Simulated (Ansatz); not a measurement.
Effect of Ge vacancy, symmetric start on GeTe

Consider an 8-atom supercell of GeTe (space group R3m, No. 160; a = 4.187 Å, c = 11.060 Å (hexagonal axes); layered) at its relaxed geometry.

Modification: one Ge atom is removed, atoms relaxed at fixed cell.

All numbers come from r2SCAN, PAW, 500 eV (Ansatz, a quantum-chemistry and plane-wave program; spin-orbit coupling left out). Γ-centred 4×4×4 mesh, Fermi–Dirac width 0.01 eV.

```yaml
pressure: -1.8 GPa (base -0.1 GPa)
energy_gained_by_relaxation: 0.15 eV
mean_distance_from_the_defect_site_to_its_nearest_host_atoms: 2.73 Å (base 2.81 Å)
```

Final structure:

```
Ge3Te4
1.0
    4.18701     2.41737    -3.68680
    0.00000     4.83474     3.68680
    4.18701    -2.41737     3.68680
Ge Te
3 4
Direct
  0.28487   0.24059   0.71513
  0.28487   0.71513   0.24059
  0.75941   0.71513   0.71513
  0.22699   0.77301   0.77301
  0.72727   0.77882   0.27273
  0.72727   0.27273   0.77882
  0.22118   0.27273   0.27273
```

Other magnetic orders, which the real material may have, were not ruled out. The cell is small, so the values are those of an ordered compound at a high defect concentration; dilute-limit values will differ. The mesh was chosen for an insulator and is coarse for the gapless case. The defect started on the symmetric site and kept its symmetry, so it may sit on a saddle. No dispersion term is included, though the crystal is made of layers, chains or molecules, so its spacings can come out too wide. The defect cell is spin-polarised and ends with 0.5 μB, a fractional moment that hangs on the mesh and smearing.
